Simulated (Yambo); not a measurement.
Input of a Yambo 5.3.0 run:

File g0w00.in:

```
gw0
dyson
el_el_corr
rim_cut
HF_and_locXC
ppa
em1d
RandQpts= 1000000
RandGvec= 50 RL
EXXRLvcs= 84 Ry
VXCRLvcs= 84 Ry
Chimod= "HARTREE"
% BndsRnXp
 1 | 159 |
%
NGsBlkXp= 12 Ry
% LongDrXp
 1 | 1 | 1 |
%
PPAPntXp= 27.21138 eV
% GbndRnge
 1 | 159 |
%
GTermKind= "BG"
DysSolver= "n"
ExtendOut
% QPkrange
 1 | 1 | 7 | 11 |
 4 | 4 | 7 | 11 |
 8 | 8 | 7 | 11 |
%
```

The input scf.in:

```
&CONTROL
  calculation = 'scf'
  prefix = 'pwscf'
  outdir = './tmp'
  pseudo_dir = './pseudo'
/
&SYSTEM
  ibrav = 0
  nat = 2
  ntyp = 2
  ecutwfc = 84
  nbnd = 15
  occupations = 'smearing'
  smearing = 'fd'
  degauss = 0.00367493
  force_symmorphic = .true.
/
&ELECTRONS
  conv_thr = 4d-10
  electron_maxstep = 120
  mixing_beta = 0.5
/
ATOMIC_SPECIES
Hf   178.4900 Hf.upf
N     14.0070 N.upf
CELL_PARAMETERS angstrom
   0.0000000000    2.4548220000    2.4548220000
   2.4548220000    0.0000000000    2.4548220000
   2.4548220000    2.4548220000    0.0000000000
ATOMIC_POSITIONS crystal
Hf     0.0000000000    0.0000000000    0.0000000000
N      0.2500000000    0.2500000000    0.2500000000
K_POINTS automatic
10 10 10 0 0 0
```

File nscf.in:

```
&CONTROL
  calculation = 'nscf'
  prefix = 'pwscf'
  outdir = './tmp'
  pseudo_dir = './pseudo'
/
&SYSTEM
  ibrav = 0
  nat = 2
  ntyp = 2
  ecutwfc = 84
  nbnd = 159
  occupations = 'smearing'
  smearing = 'fd'
  degauss = 0.00367493
  force_symmorphic = .true.
/
&ELECTRONS
  conv_thr = 1d-08
  diago_full_acc = .true.
  diago_thr_init = 1d-06
/
ATOMIC_SPECIES
Hf   178.4900 Hf.upf
N     14.0070 N.upf
CELL_PARAMETERS angstrom
   0.0000000000    2.4548220000    2.4548220000
   2.4548220000    0.0000000000    2.4548220000
   2.4548220000    2.4548220000    0.0000000000
ATOMIC_POSITIONS crystal
Hf     0.0000000000    0.0000000000    0.0000000000
N      0.2500000000    0.2500000000    0.2500000000
K_POINTS automatic
4 4 4 0 0 0
```

Potentials or basis: PseudoDojo 0.4.1 SR PBEsol standard.

Launch:

```bash
$ OMP_NUM_THREADS=1 pw.x -in scf.in > scf.out
$ OMP_NUM_THREADS=1 pw.x -in nscf.in > nscf.out
$ cd tmp/pwscf.save; p2y; mv SAVE ../..; cd ../..
$ OMP_NUM_THREADS=1 yambo
$ OMP_NUM_THREADS=1 yambo -F g0w00.in -J g0w00 -C g0w00_out
```

Task: What does it give for the band gap on the k mesh, mean-field level?

Result: None (metal or under the smearing width).

Quasiparticle terms (eV):
| k point | band | Kohn-Sham level | Vxc | Σx | Σc | Z | result |
| --- | --- | --- | --- | --- | --- | --- | --- |
| (0.000, 0.000, 0.000) | 7 | -5.15 | -15.80 | -19.75 | 3.56 | 0.69 | -5.42 |
| (0.000, 0.000, 0.000) | 8 | -5.15 | -15.80 | -19.75 | 3.57 | 0.69 | -5.42 |
| (0.000, 0.000, 0.000) | 9 | -0.40 | -11.40 | -10.37 | -1.48 | 0.79 | -0.75 |
| (0.000, 0.000, 0.000) | 10 | 2.54 | -14.20 | -7.70 | -5.97 | 0.81 | 2.97 |
| (0.000, 0.000, 0.000) | 11 | 2.54 | -14.20 | -7.70 | -5.97 | 0.81 | 2.97 |
| (0.000, 0.250, 0.250) | 7 | -4.37 | -16.11 | -19.86 | 3.34 | 0.73 | -4.68 |
| (0.000, 0.250, 0.250) | 8 | -4.37 | -16.11 | -19.86 | 3.34 | 0.73 | -4.68 |
| (0.000, 0.250, 0.250) | 9 | 0.11 | -12.35 | -8.15 | -4.02 | 0.80 | 0.25 |
| (0.000, 0.250, 0.250) | 10 | 2.84 | -13.37 | -8.62 | -4.68 | 0.79 | 2.90 |
| (0.000, 0.250, 0.250) | 11 | 3.33 | -14.52 | -7.75 | -6.18 | 0.80 | 3.81 |
| (0.250, -0.500, -0.250) | 7 | -4.82 | -15.28 | -19.11 | 3.35 | 0.73 | -5.18 |
| (0.250, -0.500, -0.250) | 8 | -3.27 | -16.80 | -20.37 | 3.14 | 0.76 | -3.59 |
| (0.250, -0.500, -0.250) | 9 | -0.98 | -11.58 | -11.92 | 0.02 | 0.78 | -1.23 |
| (0.250, -0.500, -0.250) | 10 | 1.69 | -14.71 | -9.49 | -4.75 | 0.79 | 2.06 |
| (0.250, -0.500, -0.250) | 11 | 3.91 | -14.86 | -7.98 | -6.28 | 0.77 | 4.37 |

Caveat: the k mesh is coarse (spacing up to 0.55 Å⁻¹), so the values aren't converged; the plasmon-pole model is rough for a metal; the ground state has no gap, which makes the many-body step unreliable; this version prints the column dSc/dw multiplied by 27.2; the terminator is approximate in this version, by hundredths of an eV. Spin-orbit coupling is left out, which matters for the levels of Hf.
